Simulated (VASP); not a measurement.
# SiW3: single point with PBEsol

SiW3:

```
CELL_PARAMETERS angstrom
-2.59833 2.59833 2.59833
2.59833 -2.59833 2.59833
2.59833 2.59833 -2.59833
ATOMIC_POSITIONS crystal
Si 0.00000 0.00000 0.00000
W 0.50000 0.50000 0.00000
W 0.50000 0.00000 0.50000
W 0.00000 0.50000 0.50000
```

The cell comes from a database or a generator and needn't be the stable form of this composition.

The cell isn't the ideal one: functional PBEsol, strained and moved within the space group.

```yaml
Program: VASP 6.6.1
Task: single point
Functional: PBEsol
Potentials_or_basis: VASP PAW PBE potentials, release 64 (Si, W_sv)
Cutoff: 520 eV
k_mesh: 12 × 12 × 12
Occupations: gaussian, width 0.1 eV
Spin: no spin polarisation
Dipole_correction: no
Further_INCAR_settings: ALGO = Fast; EDIFF = 1e-07; NBANDS = 31
```

```json
{
 "Pressure": "-4.3 GPa",
 "Band gap on the k mesh": "none (metal or under the smearing width)"
}
```

Levels at points of the mesh, in eV from the Fermi level:
```
           k point  band 21  band 22  band 23  band 24  band 25  band 26
(0.00, 0.00, 0.00)    -0.30    -0.30     0.43     0.43     1.95     1.95
(0.50, 0.00, 0.00)    -1.05    -0.45    -0.41    -0.35    -0.20     0.77
(0.50, 0.50, 0.50)    -2.73    -2.73     0.02     0.02     1.14     1.14
```

Run time: 2.2 min on 1 thread of AMD EPYC 9R14 (Zen 4), on a shared host, peak memory 0.26 GiB.

Caveat: the PAW data sets were made with another functional, which shifts forces and pressure a little. The run has no spin-orbit coupling, so splittings on W are missing.
